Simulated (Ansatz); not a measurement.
**Ti under pressure: fit and missing row**

Ti, P6_3/mmc, a = 2.938 Å, c = 4.651 Å. Ansatz: PBE, PAW, 420 eV, Γ-centred 18×18×10 mesh on 2 atoms, Gaussian smearing 0.10 eV; no spin polarisation. Cell and atoms are relaxed at each pressure, and no other structure is tried, so the rows at high pressure may lie past a change of phase.

| V (Å³/atom) | P (GPa) |
| --- | --- |
| ? | 60.06 |
| 14.353 | 30.00 |
| 15.578 | 14.99 |
| 16.318 | 7.99 |
| 16.947 | 3.03 |
| 17.388 | 0.01 |
| 17.886 | -2.99 |

**Question.** Take V0 = 17.388 Å³/atom, count pressures from its P0 = 0.01 GPa, fit the third-order Birch–Murnaghan form to the other rows, and predict the missing volume.

**Answer.** With the Eulerian strain f = ½[(V0/V)^(2/3) − 1] and y = (P − P0)/[3f(1 + 2f)^(5/2)], the form is the line y = B0 + 1.5 B0 (B0′ − 4) f. Rows (f, y): 0.06821, 106.5; 0.03802, 109.3; 0.02163, 110.6; 0.00864, 111.6; -0.00932, 112.5. Means f = 0.02544, y = 110.10; Σ(Δf)² = 0.003493, ΣΔfΔy = -0.2746; the slope is their ratio. y = 112.1 − 78.61 f GPa, so B0 = 112.1 GPa and B0′ = 4 + 2 × (-78.61)/(3 × 112.1) = 3.53. P = 60.06 GPa is met at f = 0.11555 (y = 103.02), so V = V0 (1 + 2f)^(−3/2) = 12.730 Å³/atom. The run gave 12.672 Å³/atom, so the fit is 0.058 Å³/atom too high, 1.1 % of the span of the series, against an rms of 0.003 Å³/atom on the fitted rows. The row lies outside the fitted range. The points of y bend away from a line: a fourth-order term fitted to them gives P = 59.97 GPa at this row's volume (the line 61.40, the run 60.06).